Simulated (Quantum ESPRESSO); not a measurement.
# NaCl (Fm-3m) in Quantum ESPRESSO: further runs, part 3 of 4

Quantum ESPRESSO 7.5. The steps go on from the part before.

## Step 4: Phonons, PBEsol, target pressure 2 GPa, at which the enthalpy is minimised

Input file pw.in:

```
&CONTROL
  calculation = 'scf'
  prefix = 'pwscf'
  outdir = './tmp'
  pseudo_dir = './pseudo'
  tprnfor = .true.
  tstress = .true.
  disk_io = 'low'
/
&SYSTEM
  ibrav = 0
  nat = 2
  ntyp = 2
  ecutwfc = 88
  nbnd = 14
  occupations = 'smearing'
  smearing = 'fd'
  degauss = 0.00367493
/
&ELECTRONS
  conv_thr = 4d-10
  electron_maxstep = 120
  mixing_beta = 0.5
/
ATOMIC_SPECIES
Cl    35.4500 Cl.upf
Na    22.9898 Na.upf
CELL_PARAMETERS angstrom
   0.0000000000    2.7940632177    2.7940632177
   2.7940632177    0.0000000000    2.7940632177
   2.7940632177    2.7940632177    0.0000000000
ATOMIC_POSITIONS crystal
Cl     0.5000000000    0.5000000000    0.5000000000
Na     0.0000000000    0.0000000000    0.0000000000
K_POINTS automatic
4 4 4 1 1 1
```

Input file relax.in:

```
&CONTROL
  calculation = 'vc-relax'
  prefix = 'pwscf'
  outdir = './tmp'
  pseudo_dir = './pseudo'
  tprnfor = .true.
  tstress = .true.
  disk_io = 'low'
  nstep = 40
  forc_conv_thr = 0.0001
  etot_conv_thr = 1d-06
/
&SYSTEM
  ibrav = 0
  nat = 2
  ntyp = 2
  ecutwfc = 88
  nbnd = 14
  occupations = 'smearing'
  smearing = 'fd'
  degauss = 0.00367493
/
&ELECTRONS
  conv_thr = 4d-10
  electron_maxstep = 120
  mixing_beta = 0.5
/
&IONS
  ion_dynamics = 'bfgs'
/
&CELL
  cell_dynamics = 'bfgs'
  press = 20
  press_conv_thr = 0.2
/
ATOMIC_SPECIES
Cl    35.4500 Cl.upf
Na    22.9898 Na.upf
CELL_PARAMETERS angstrom
   0.0000000000    2.7940632177    2.7940632177
   2.7940632177    0.0000000000    2.7940632177
   2.7940632177    2.7940632177    0.0000000000
ATOMIC_POSITIONS crystal
Cl     0.5000000000    0.5000000000    0.5000000000
Na     0.0000000000    0.0000000000    0.0000000000
K_POINTS automatic
4 4 4 1 1 1
```

Input file scf2.in:

```
&CONTROL
  calculation = 'scf'
  prefix = 'pwscf'
  outdir = './tmp'
  pseudo_dir = './pseudo'
  tprnfor = .true.
  tstress = .true.
  disk_io = 'low'
/
&SYSTEM
  ibrav = 0
  nat = 2
  ntyp = 2
  ecutwfc = 88
  nbnd = 14
  occupations = 'fixed'
/
&ELECTRONS
  conv_thr = 1d-13
  electron_maxstep = 120
  mixing_beta = 0.5
  startingpot = 'file'
  startingwfc = 'file'
/
ATOMIC_SPECIES
Cl    35.4500 Cl.upf
Na    22.9898 Na.upf
CELL_PARAMETERS angstrom
   0.0000000000    2.7406632635    2.7406632635
   2.7406632635    0.0000000000    2.7406632635
   2.7406632635    2.7406632635    0.0000000000
ATOMIC_POSITIONS crystal
Cl     0.5000000000    0.5000000000    0.5000000000
Na     0.0000000000    0.0000000000    0.0000000000
K_POINTS automatic
4 4 4 1 1 1
```

Input file ph.in:

```
phonons of NaCl
&INPUTPH
  prefix = 'pwscf'
  outdir = './tmp'
  tr2_ph = 1d-18
  fildyn = 'dyn'
  niter_ph = 90
  alpha_mix(1) = 0.7
  epsil = .true.
/
0.0000000000 0.0000000000 0.0000000000
```

Input file dynmat.in:

```
&INPUT
  fildyn = 'dyn'
  asr = 'crystal'
  lperm = .true.
  filout = 'dynmat.disp'
  fileig = 'dynmat.eig'
/
```

Input file dynmat_lo.in:

```
&INPUT
  fildyn = 'dyn'
  asr = 'crystal'
  filout = 'dynmat_lo.disp'
  fileig = 'dynmat_lo.eig'
  q(1) = 0
  q(2) = 0
  q(3) = 1
/
```

Potentials or basis: PseudoDojo 0.4.1 SR PBEsol standard.

Command:

```sh
$ OMP_NUM_THREADS=1 pw.x -in pw.in > pw.out
$ OMP_NUM_THREADS=1 pw.x -in relax.in > relax.out
$ OMP_NUM_THREADS=1 pw.x -in scf2.in > scf2.out
$ OMP_NUM_THREADS=1 ph.x -in ph.in > ph.out
$ OMP_NUM_THREADS=1 dynmat.x -in dynmat.in > dynmat.out
$ OMP_NUM_THREADS=1 dynmat.x -in dynmat_lo.in > dynmat_lo.out
```

pw.out:

```text
This program is part of the open-source Quantum ESPRESSO suite
     for quantum simulation of materials; please cite
[... 9 lines left out ...]
     --------------------
     sticks:   dense  smooth     PW     G-vecs:    dense   smooth      PW
     Sum        1357    1357    385                32743    32743    5065

     Using Slab Decomposition

     bravais-lattice index     =            0
     lattice parameter (alat)  =       7.4671  a.u.
     unit-cell volume          =     294.3983 (a.u.)^3
     number of atoms/cell      =            2
     number of atomic types    =            2
     number of electrons       =        16.00
     number of Kohn-Sham states=           14
     kinetic-energy cutoff     =      88.0000  Ry
     charge density cutoff     =     352.0000  Ry
     scf convergence threshold =      4.0E-10
     mixing beta               =       0.5000
     number of iterations used =            8  plain     mixing
     Exchange-correlation= PBESOL
                           (   1   4  10   8   0   0   0)

     celldm(1)=   7.467068  celldm(2)=   0.000000  celldm(3)=   0.000000
     celldm(4)=   0.000000  celldm(5)=   0.000000  celldm(6)=   0.000000

[... 8 lines left out ...]
               b(3) = (  0.707107  0.707107 -0.707107 )

     PseudoPot. # 1 for Cl read from file:
     Cl.upf
     Pseudo is Norm-conserving + core correction, Zval =  7.0
     Generated using ONCVPSP code by D. R. Hamann
     Using radial grid of 1028 points,  6 beta functions with:
                l(1) =   0
                l(2) =   0
                l(3) =   1
                l(4) =   1
                l(5) =   2
                l(6) =   2

     PseudoPot. # 2 for Na read from file:
     Na.upf
     Pseudo is Norm-conserving, Zval =  9.0
     Generated using ONCVPSP code by D. R. Hamann
     Using radial grid of 2016 points,  4 beta functions with:
                l(1) =   0
                l(2) =   0
                l(3) =   1
                l(4) =   1

     atomic species   valence    mass     pseudopotential
     Cl                7.00    35.45000     Cl( 1.00)
     Na                9.00    22.98980     Na( 1.00)

     48 Sym. Ops., with inversion, found

   Cartesian axes

     site n.     atom                  positions (alat units)
         1        Cl     tau(   1) = (   0.7071068   0.7071068   0.7071068  )
         2        Na     tau(   2) = (   0.0000000   0.0000000   0.0000000  )

     number of k points=    10  Fermi-Dirac smearing, width (Ry)=  0.0037
                       cart. coord. in units 2pi/alat
        k(    1) = (   0.0883883   0.0883883   0.0883883), wk =   0.0625000
        k(    2) = (   0.2651650   0.2651650  -0.0883883), wk =   0.1875000
        k(    3) = (  -0.2651650  -0.2651650   0.4419417), wk =   0.1875000
        k(    4) = (  -0.0883883  -0.0883883   0.2651650), wk =   0.1875000
        k(    5) = (   0.4419417   0.0883883   0.0883883), wk =   0.1875000
        k(    6) = (  -0.0883883  -0.4419417   0.6187184), wk =   0.3750000
        k(    7) = (   0.0883883  -0.2651650   0.4419417), wk =   0.3750000
        k(    8) = (  -0.6187184   0.0883883   0.0883883), wk =   0.1875000
        k(    9) = (   0.2651650   0.2651650   0.2651650), wk =   0.0625000
        k(   10) = (  -0.2651650  -0.2651650   0.7954951), wk =   0.1875000

     Dense  grid:    32743 G-vectors     FFT dimensions: (  45,  45,  45)

     Initial potential from superposition of free atoms

     starting charge      15.9936, renormalised to      16.0000
     Starting wfcs are    9 randomized atomic wfcs +    5 random wfcs

     Self-consistent Calculation

     iteration #  1     ecut=    88.00 Ry     beta= 0.50
     Davidson diagonalization with overlap
     ethr =  1.00E-02,  avg # of iterations =  7.1

     Threshold (ethr) on eigenvalues was too large:
     Diagonalizing with lowered threshold

     Davidson diagonalization with overlap
     ethr =  2.56E-04,  avg # of iterations =  3.9

     total energy              =    -124.23903088 Ry
     estimated scf accuracy    <       0.03987810 Ry

     iteration #  2     ecut=    88.00 Ry     beta= 0.50
     Davidson diagonalization with overlap
     ethr =  2.49E-04,  avg # of iterations =  2.0

     total energy              =    -124.24651810 Ry
     estimated scf accuracy    <       0.00194287 Ry

     iteration #  3     ecut=    88.00 Ry     beta= 0.50
     Davidson diagonalization with overlap
     ethr =  1.21E-05,  avg # of iterations =  3.0

     total energy              =    -124.24672345 Ry
     estimated scf accuracy    <       0.00046576 Ry

     iteration #  4     ecut=    88.00 Ry     beta= 0.50
     Davidson diagonalization with overlap
     ethr =  2.91E-06,  avg # of iterations =  2.1

     total energy              =    -124.24675522 Ry
     estimated scf accuracy    <       0.00000531 Ry

     iteration #  5     ecut=    88.00 Ry     beta= 0.50
     Davidson diagonalization with overlap
     ethr =  3.32E-08,  avg # of iterations =  2.0

     total energy              =    -124.24675718 Ry
     estimated scf accuracy    <       0.00000037 Ry

     iteration #  6     ecut=    88.00 Ry     beta= 0.50
     Davidson diagonalization with overlap
     ethr =  2.30E-09,  avg # of iterations =  2.0

     total energy              =    -124.24675732 Ry
     estimated scf accuracy    <       0.00000003 Ry

     iteration #  7     ecut=    88.00 Ry     beta= 0.50
     Davidson diagonalization with overlap
     ethr =  2.12E-10,  avg # of iterations =  2.0

     End of self-consistent calculation

          k = 0.0884 0.0884 0.0884 (  4095 PWs)   bands (ev):

   -47.3487 -19.4448 -19.4401 -19.4401 -11.4374   0.8186   1.1714   1.1714
     6.7696  11.6135  12.3509  12.3509  14.0720  14.0720

          k = 0.2652 0.2652-0.0884 (  4101 PWs)   bands (ev):

   -47.3481 -19.4612 -19.4447 -19.4408 -11.2341  -0.1958   0.7924   1.0392
     8.3847  10.8769  11.9848  12.6464  13.8730  15.6982

          k =-0.2652-0.2652 0.4419 (  4101 PWs)   bands (ev):

   -47.3478 -19.4712 -19.4445 -19.4432 -11.1106  -0.7135   0.7319   0.8764
     8.7257  11.3575  11.7307  12.3882  15.9950  17.0943

          k =-0.0884-0.0884 0.2652 (  4092 PWs)   bands (ev):

   -47.3484 -19.4532 -19.4424 -19.4418 -11.3222   0.2293   0.9989   1.0083
     7.7930  10.7590  12.3518  12.8263  13.4473  14.8166

          k = 0.4419 0.0884 0.0884 (  4099 PWs)   bands (ev):

   -47.3479 -19.4602 -19.4463 -19.4457 -11.1715  -0.2663   0.6868   0.7742
     8.9288   9.9031  11.4808  13.6920  14.4904  16.0221

          k =-0.0884-0.4419 0.6187 (  4114 PWs)   bands (ev):

   -47.3476 -19.4610 -19.4537 -19.4480 -11.0609  -0.3107   0.1388   0.5904
     9.7258  10.2949  11.2113  13.2435  15.5413  17.0365

          k = 0.0884-0.2652 0.4419 (  4106 PWs)   bands (ev):

   -47.3478 -19.4648 -19.4486 -19.4438 -11.1254  -0.4240   0.4782   0.8305
     9.3073  10.7095  11.0560  13.0298  14.8256  17.2781

          k =-0.6187 0.0884 0.0884 (  4117 PWs)   bands (ev):

   -47.3476 -19.4621 -19.4508 -19.4481 -11.0748  -0.4725   0.4375   0.6270
     8.9843   9.4259  12.0502  14.6913  15.4556  17.1369

          k = 0.2652 0.2652 0.2652 (  4122 PWs)   bands (ev):

   -47.3480 -19.4692 -19.4418 -19.4418 -11.1750  -0.5963   0.9712   0.9712
     8.2599  11.4735  12.1844  12.1844  15.6315  15.6315

          k =-0.2652-0.2652 0.7955 (  4110 PWs)   bands (ev):

   -47.3477 -19.4651 -19.4521 -19.4442 -11.0793  -0.4364   0.1988   0.8103
     9.5477  10.7069  11.3008  13.0629  15.4243  15.6627

     the Fermi energy is     5.4731 ev

!    total energy              =    -124.24675733 Ry
     estimated scf accuracy    <          2.5E-10 Ry
     smearing contrib. (-TS)   =      -0.00000000 Ry
     internal energy E=F+TS    =    -124.24675733 Ry

     The total energy is F=E-TS. E is the sum of the following terms:
     one-electron contribution =     -73.22799805 Ry
     hartree contribution      =      40.91359442 Ry
     xc contribution           =     -22.48761572 Ry
     ewald contribution        =     -69.44473798 Ry

     convergence has been achieved in   7 iterations

     Forces acting on atoms (cartesian axes, Ry/au):

     atom    1 type  1   force =     0.00000000   -0.00000000    0.00000000
     atom    2 type  2   force =     0.00000000    0.00000000    0.00000000

     Total force =     0.000000     Total SCF correction =     0.000000

     Computing stress (Cartesian axis) and pressure

          total   stress  (Ry/bohr**3)                   (kbar)     P=        2.21
   0.00001500  -0.00000000  -0.00000000            2.21       -0.00       -0.00
  -0.00000000   0.00001500  -0.00000000           -0.00        2.21       -0.00
  -0.00000000  -0.00000000   0.00001500           -0.00       -0.00        2.21

=------------------------------------------------------------------------------=
   JOB DONE.
=------------------------------------------------------------------------------=
```

Run time: 3.1 min. Hardware: 1 thread of Arm Neoverse V2, shared host; peak memory 0.09 GiB.

Results:

```yaml
Free_energy: -1690.4469 eV
Relaxed_volume: 20.59 Å³/atom
Relaxed_cell: a = 3.876 Å, b = 3.876 Å, c = 3.876 Å, α = 60.00°, β = 60.00°, γ = 60.00°
Space_group_after_relaxing_to_0.05_Å: Fm-3m (No. 225)
Pressure_after_relaxing: 2.0 GPa
Electronic_dielectric_tensor_diagonal: 2.63
Born_charges_mean_of_the_diagonal: Cl -1.07; Na +1.07 e
Highest_phonon_frequency_at_Γ_LO-TO_splitting_left_out: 200 cm⁻¹
Static_dielectric_tensor_diagonal: 5.15
```

The path:
| step | energy change (eV) | largest force (eV/Å) | pressure (GPa) | volume (Å³) |
| --- | --- | --- | --- | --- |
| 1 | 0.0000 | 0.0000 | 0.22 | 43.63 |
| 2 | 0.0008 | 0.0000 | 0.47 | 43.23 |
| 3 | 0.0033 | 0.0000 | 0.87 | 42.64 |
| 4 | 0.0097 | 0.0000 | 1.51 | 41.77 |
| 5 | 0.0168 | 0.0000 | 2.03 | 41.13 |
| 6 | 0.0163 | 0.0000 | 2.00 | 41.17 |

Final structure:
```cif
data_structure
_symmetry_space_group_name_H-M 'P 1'
_symmetry_Int_Tables_number 1
_cell_length_a 3.8759
_cell_length_b 3.8759
_cell_length_c 3.8759
_cell_angle_alpha 60.000
_cell_angle_beta 60.000
_cell_angle_gamma 60.000
_cell_volume 41.17
loop_
_atom_site_label
_atom_site_type_symbol
_atom_site_fract_x
_atom_site_fract_y
_atom_site_fract_z
_atom_site_occupancy
Cl1 Cl 0.50000 0.50000 0.50000 1
Na1 Na 0.00000 0.00000 0.00000 1
```

Phonon frequencies in cm⁻¹ (negative: imaginary):
| q point | frequencies |
| --- | --- |
| (0.000, 0.000, 0.000) | 35 35 35 200 200 200 |

Electronic dielectric tensor:
```
2.63 0.00 0.00
0.00 2.63 0.00
0.00 0.00 2.63
```

Born effective charge tensors (e):
atom 1, Cl
```
-1.07  0.00  0.00
 0.00 -1.07  0.00
 0.00  0.00 -1.07
```
atom 2, Na
```
1.07 0.00 0.00
0.00 1.07 0.00
0.00 0.00 1.07
```

Optical modes at Γ, degenerate ones joined, polar ones without the macroscopic field:
| cm⁻¹ | components | symmetry | active in | IR intensity, summed ((D/Å)²/amu) |
| --- | --- | --- | --- | --- |
| 198 | 3 | T1u | IR | 5.72 |

Zone-centre frequencies without and with the macroscopic field along z (cm⁻¹):
```csv
,optical modes in rising order
without,198 198 198
with the field,198 198 277
```

Static dielectric tensor, electrons and zone-centre modes:
```
5.15 0.00 0.00
0.00 5.15 0.00
0.00 0.00 5.15
```

Caveat: before the sum rule the acoustic modes lie tens of cm⁻¹ from zero, a sign that the density grid also shifts the optical modes.

(Continued in part 4 of 4.)
